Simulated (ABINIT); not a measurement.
# Si (P6/mmm) in ABINIT: single point with LDA

Aim: the single point of Si with LDA.

Everything below comes from runs of ABINIT 10.8.3 (patched build). Logs are shortened: lines on timing, memory, paths and dates and some standing lists are left out, and cuts for length are marked. The log counts tension as positive stress, the text compression.

## (1) Starting point

It takes space group P6/mmm (No. 191, hexagonal). Conventional cell: a = 4.121 Å, b = 4.121 Å, c = 2.655 Å, α = 90.00°, β = 90.00°, γ = 120.00°. Si (site symmetry -6m2) is surrounded by 5 Si at 2.38 to 2.65 Å.

The cell was built by a generator and needn't be a form met in nature.

## (2) Single point, LDA

File run.abi:

```
# Pseudopotentials
pp_dirpath "./"
pseudos "Si.hgh"

# Structure
acell 7.7874668733 7.7874664241 5.0168260184
rprim
     1.0000000000     0.0000000000     0.0000000000
    -0.4999988155     0.8660260876     0.0000000000
     0.0000000000     0.0000000000     1.0000000000
ntypat 1
znucl 14
natom 2
typat 1 1
xcart
    -0.0000326382     4.4961218671     2.5084130092
     3.8937755235     2.2480272128     2.5084130092

# Plane-wave basis
ecut 571.439111 eV

# k points
kptopt 1
ngkpt 6 6 8
nshiftk 1
shiftk 0.0 0.0 0.0

# Exchange and correlation
ixc 7

# Bands and occupations
nband 8
occopt 3
tsmear 0.05 eV

# SCF cycle
nstep 100
tolvrs 1.0e-10

# Output
iomode 3
prtwf 0
prteig 0
prtebands 0
enunit 2
prtden 1
prtvha 1
prtvclmb 1
prtpot 1
prtelf 1
```

Potentials or basis: HGH LDA.

On the command line:

```sh
$ abinit run.abi > log 2>&1
```

run.abo:

```text
.Version 10.8.3 of ABINIT
 Symmetries : space group Cm m m (# 65); Bravais oC (1-face-center ortho.)
================================================================================
 Values of the parameters that define the memory need of the present run
     intxc =       0    ionmov =       0      iscf =       7    lmnmax =       3
     lnmax =       3     mgfft =      36  mpssoang =       2    mqgrid =    3001
     natom =       2  nloc_mem =       1    nspden =       1   nspinor =       1
    nsppol =       1      nsym =       8    n1xccc =       0    ntypat =       1
    occopt =       3   xclevel =       1
       mpw =        1222          nfft =       31104          nkpt =          65
================================================================================
================================================================================

--------------------------------------------------------------------------------
------------- Echo of variables that govern the present computation ------------
--------------------------------------------------------------------------------
 -outvars: echo values of preprocessed input variables --------
            acell      7.7874666485E+00  7.7874666485E+00  5.0168260184E+00 Bohr
              amu      2.80855000E+01
             ecut      2.10000000E+01 Hartree
           enunit           2
                       outvar_i_n : Printing only first  50 k-points.
              ixc           7
                       outvar_i_n : Printing only first  50 k-points.
         kptrlatt        6    0    0      0    6    0      0    0    8
          kptrlen      4.01346081E+01
            natom           2
            nband           8
            ngfft          36      36      24
             nkpt          65
            nstep         100
             nsym           8
           ntypat           1
                       prtocc : prtvol=0, do not print more k-points.
           occopt           3
        prtebands           0
           prteig           0
           prtelf           1
           prtpot           1
         prtvclmb           1
           prtvha           1
            prtwf           0
            rprim      1.0000000000E+00 -4.9995434691E-08  0.0000000000E+00
                      -4.9999877223E-01  8.6602611264E-01  0.0000000000E+00
                       0.0000000000E+00  0.0000000000E+00  1.0000000000E+00
          spgroup          65
           tolvrs      1.00000000E-10
           tsmear      1.83746611E-03 Hartree
            typat      1  1
                       outvars : Printing only first  50 k-points.
           xangst     -1.7231749356E-05  2.3792452966E+00  1.3273949991E+00
                       2.0604972304E+00  1.1896047010E+00  1.3273949991E+00
            xcart     -3.2563286953E-05  4.4961219969E+00  2.5084130092E+00
                       3.8937754486E+00  2.2480270830E+00  2.5084130092E+00
             xred      3.3332999999E-01  6.6667000003E-01  5.0000000000E-01
                       6.6667000000E-01  3.3333000002E-01  5.0000000000E-01
[... 122 lines left out ...]

 ----iterations are completed or convergence reached----

 Mean square residual over all n,k,spin=   10.953E-08; max=  36.826E-06
 reduced coordinates (array xred) for    2 atoms
       0.333329999995      0.666670000028      0.500000000000
       0.666670000003      0.333330000020      0.500000000000
 rms dE/dt=  5.7738E-05; max dE/dt=  7.0715E-05; dE/dt below (all hartree)
    1      -0.000070714646      0.000070714646      0.000000000000
    2       0.000070714646     -0.000070714646      0.000000000000

 cartesian coordinates (angstrom) at end:
    1     -0.00001723174936     2.37924529656019     1.32739499910074
    2      2.06049723036796     1.18960470103418     1.32739499910074

 cartesian forces (hartree/bohr) at end:
    1      0.00000908057098    -0.00000524267899    -0.00000000000000
    2     -0.00000908057098     0.00000524267899    -0.00000000000000
 frms,max,avg= 6.0537166E-06 9.0805710E-06   0.000E+00  0.000E+00  0.000E+00 h/b

 cartesian forces (eV/Angstrom) at end:
    1      0.00046694173399    -0.00026958939271    -0.00000000000000
    2     -0.00046694173399     0.00026958939271    -0.00000000000000
 frms,max,avg= 3.1129462E-04 4.6694173E-04   0.000E+00  0.000E+00  0.000E+00 e/A
 length scales=  7.787466648515  7.787466648515  5.016826018400 bohr
              =  4.120949878266  4.120949878266  2.654789998201 angstroms
 Fermi (or HOMO) energy (hartree) =   0.27717   Average Vxc (hartree)=  -0.34046
 Eigenvalues (hartree) for nkpt=  65  k points:
 kpt#   1, nband=  8, wtk=  0.00347, kpt=  0.0000  0.0000  0.0000 (reduced coord)
  -0.17917    0.16814    0.16815    0.17015    0.31882    0.31884    0.47315    0.50339
      occupation numbers for kpt#   1
   2.00000    2.00000    2.00000    2.00000    0.00000    0.00000    0.00000    0.00000
 prteigrs : prtvol=0 or 1, do not print more k-points.

 Fermi (or HOMO) energy (eV) =   7.54219   Average Vxc (eV)=  -9.26451
 Eigenvalues (   eV  ) for nkpt=  65  k points:
 kpt#   1, nband=  8, wtk=  0.00347, kpt=  0.0000  0.0000  0.0000 (reduced coord)
  -4.87537    4.57533    4.57567    4.63000    8.67567    8.67601   12.87493   13.69790
 prteigrs : prtvol=0 or 1, do not print more k-points.

--- !EnergyTerms
iteration_state     : {dtset: 1, }
comment             : Components of total free energy in Hartree
kinetic             :  3.12011603630625E+00
hartree             :  5.14764845741546E-01
xc                  : -2.38083488171818E+00
Ewald energy        : -8.49900958300852E+00
psp_core            : -3.02199540091576E-01
local_psp           : -1.93471620753100E+00
non_local_psp       :  1.57580137380110E+00
internal            : -7.90607795650039E+00
'-kT*entropy'       : -2.30811529695630E-04
total_energy        : -7.90630876803008E+00
total_energy_eV     : -2.15141621666853E+02
band_energy         :  6.85268203612074E-01
...

 Cartesian components of stress tensor (hartree/bohr^3)
  sigma(1 1)=  1.89435639E-04  sigma(3 2)=  0.00000000E+00
  sigma(2 2)=  1.89378590E-04  sigma(3 1)=  0.00000000E+00
  sigma(3 3)=  2.60306638E-05  sigma(2 1)= -4.94057065E-08

-Cartesian components of stress tensor (GPa)         [Pressure= -3.9703E+00 GPa]
- sigma(1 1)=  5.57338891E+00  sigma(3 2)=  0.00000000E+00
- sigma(2 2)=  5.57171048E+00  sigma(3 1)=  0.00000000E+00
- sigma(3 3)=  7.65848570E-01  sigma(2 1)= -1.45356607E-03

== END DATASET(S) ==============================================================
================================================================================

 -outvars: echo values of variables after computation  --------
            acell      7.7874666485E+00  7.7874666485E+00  5.0168260184E+00 Bohr
           etotal     -7.9063087680E+00
            fcart      9.0805709804E-06 -5.2426789850E-06 -0.0000000000E+00
                      -9.0805709804E-06  5.2426789850E-06 -0.0000000000E+00
            rprim      1.0000000000E+00 -4.9995434691E-08  0.0000000000E+00
                      -4.9999877223E-01  8.6602611264E-01  0.0000000000E+00
                       0.0000000000E+00  0.0000000000E+00  1.0000000000E+00
           strten      1.8943563858E-04  1.8937858998E-04  2.6030663817E-05
                       0.0000000000E+00  0.0000000000E+00 -4.9405706452E-08
           xangst     -1.7231749356E-05  2.3792452966E+00  1.3273949991E+00
                       2.0604972304E+00  1.1896047010E+00  1.3273949991E+00
             xred      3.3332999999E-01  6.6667000003E-01  5.0000000000E-01
                       6.6667000000E-01  3.3333000002E-01  5.0000000000E-01
 Calculation completed.
```

It took 9.9 s on 1 thread of Arm Neoverse V2, shared host; peak memory 0.06 GiB.

What came out:

```yaml
Free_energy: -215.1416 eV
Pressure: -4.0 GPa
Band_gap_on_the_k_mesh: none (metal or under the smearing width)
Valence_electrons_inside_the_program's_atomic_spheres: Si 1.75 (radii [1.0584] Å)
```

Stress tensor (GPa, compression positive):
```
-5.57  0.00  0.00
 0.00 -5.57  0.00
 0.00  0.00 -0.77
```

Caveat: HGH potentials are hard and often keep d shells in the core, so these values are rough.
